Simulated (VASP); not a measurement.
# Si: relaxation of the atoms with LDA

The system is Si.

```xyz
1
Lattice="0.0000 1.9332 1.9332 1.9332 0.0000 1.9332 1.9332 1.9332 0.0000" Properties=species:S:1:pos:R:3 pbc="T T T"
Si    1.9332    0.0000    1.9332
```

This isn't the form of Si at room conditions, which is diamond.

The cell isn't the ideal one: a relaxed cell with its volume scaled by 1.04.

```yaml
Program: VASP 6.6.1
Task: relaxation of the atoms
Functional: LDA
Potentials_or_basis: VASP PAW LDA potentials, release 64 (Si)
Cutoff: 600 eV
k_mesh: 16 × 16 × 16
Occupations: methfessel-paxton, width 0.1 eV
Spin: no spin polarisation
Further_INCAR_settings: ALGO = Normal; EDIFF = 1e-07; IBRION = 2; EDIFFG = -0.01; NSW = 40
```

* Pressure after relaxing: -3.6 GPa
* Band gap on the k mesh: none (metal or under the smearing width)

Final structure:
```cif
data_structure
_symmetry_space_group_name_H-M 'P 1'
_symmetry_Int_Tables_number 1
_cell_length_a 2.7339
_cell_length_b 2.7339
_cell_length_c 2.7339
_cell_angle_alpha 60.000
_cell_angle_beta 60.000
_cell_angle_gamma 60.000
_cell_volume 14.45
loop_
_atom_site_label
_atom_site_type_symbol
_atom_site_fract_x
_atom_site_fract_y
_atom_site_fract_z
_atom_site_occupancy
Si1 Si 0.00000 0.00000 0.00000 1
```

Levels at points of the mesh, in eV from the Fermi level:
| k point | band 1 | band 2 | band 3 | band 4 | band 5 |
| --- | --- | --- | --- | --- | --- |
| (0.00, 0.00, 0.00) | -14.45 | 10.94 | 10.94 | 10.94 | 11.88 |
| (0.50, 0.00, 0.00) | -7.64 | -6.95 | 8.41 | 8.41 | 10.82 |
| (0.50, 0.50, 0.00) | -5.36 | -4.56 | 3.12 | 3.12 | 4.42 |

It took 6.6 s on 1 thread of AMD EPYC 9R45 (Zen 5), on a shared host, peak memory 0.1 GiB.

Caveat: the relaxation stopped at its first step, so nothing moved.
